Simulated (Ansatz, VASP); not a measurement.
This is a calculation of Si2W for Ansatz 0.2.0. 

The input input.yaml:

```yaml
crystal:
  lattice:
    - [-1.6069, 1.6069, 3.91495]
    - [1.6069, -1.6069, 3.91495]
    - [1.6069, 1.6069, -3.91495]
  atoms:
    - { symbol: W, position: [0.0, 0.0, 0.0] }
    - { symbol: Si, position: [0.6653, 0.6653, 0.0] }
    - { symbol: Si, position: [0.3347, 0.3347, 0.0] }
hamiltonian:
  xc: pbesol
  pseudopotentials: { kind: paw }
kpoints:
  mp_grid: { grid: [12, 12, 12] }
scf:
  occupations: { method: fermi_dirac, width: 0.05 }
output:
  forces: true
  stress: true
  eigenvalues: true
```

Potentials or basis: Ansatz PAW.

The run is started by

```bash
$ ansatz run input.yaml --threads 1 --pin off --max-ram 3584MiB --backend cpu --events-out ev --progress --plain --runs-dir out
```

Translate it to VASP 6.6.1. Potentials or basis there: PBE PAW files Si, W_sv, 520 eV.

As run (cutoffs and basis follow the program's own potentials, and thresholds, step limits or extra output files can differ):

INCAR

```
SYSTEM = Si2W
PREC = Accurate ; ENCUT = 520
EDIFF = 1E-7 ; ISMEAR = -1
SIGMA = 0.05 ; LREAL = .False.
LASPH = .True. ; NELM = 80
ALGO = Normal ; ISIF = 2
LWAVE = .False. ; LCHARG = .False.
GGA = PS ; NBANDS = 18
```

Contents of KPOINTS:

```
Automatic mesh
0
Gamma
  12 12 12
  0 0 0
```

The input POSCAR:

```
Si2W
1.0
   -1.6069000000      1.6069000000      3.9149500000
    1.6069000000     -1.6069000000      3.9149500000
    1.6069000000      1.6069000000     -3.9149500000
W Si
1 2
Direct
    0.0000000000      0.0000000000      0.0000000000
    0.6653000000      0.6653000000      0.0000000000
    0.3347000000      0.3347000000      0.0000000000
```

Potentials or basis: VASP PAW PBE potentials, release 64 (W_sv, Si).

Run with:

```console
$ cat potpaw_PBE.64/W_sv/POTCAR potpaw_PBE.64/Si/POTCAR > POTCAR
$ mpirun -np 1 vasp_std > vasp.out
```

Both were run:

|  | Ansatz | VASP |
| --- | --- | --- |
| Pressure | -2.0 GPa | -1.6 GPa |

Ansatz's pressure holds a Pulay term of +0.05 GPa for its cutoff of 420 eV, which the other run lacks.

Ansatz's potentials were made for PBE. VASP's potentials were made for PBE.

Where Ansatz's input types no cutoff or centring, it takes its own default and a Γ-centred mesh.

Pressure is positive in compression.
